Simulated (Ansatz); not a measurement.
A: BeO (wurtzite), a = 2.6902 Å, b = 2.6902 Å, c = 4.3694 Å, α = 90.00°, β = 90.00°, γ = 120.00°
B: ZnCu₂SnSe₄ (kesterite type, space group I-4), a = 5.699 Å, b = 5.699 Å, c = 11.382 Å, α = 90.00°, β = 90.00°, γ = 90.00°
C: ZnInGaO$_{4}$ (InGaZnO4 type, space group R3m), a = 3.311 Å, b = 3.311 Å, c = 25.762 Å, α = 90.00°, β = 90.00°, γ = 120.00°

Scan: energy against volume (even scaling of the relaxed cell, symmetry kept). One method and one kind of scan serve all of them; meshes and ranges differ. All were relaxed with their symmetry unable to fall. The PAW data are Ansatz's earlier set. ZnCu2SnSe4 is run without spin polarisation.

Problem. Rank these by bulk modulus at fixed cell shape (fitted) (lowest first), as r2SCAN (plane waves to 500 eV, PAW, scalar-relativistic; Ansatz, a quantum-chemistry and plane-wave program) gives it.

Solution. B (64.0 GPa), C (180 GPa), A (225 GPa)

(A scan under strain: stresses follow from slopes of the energy per volume, elastic moduli from its curvatures.)
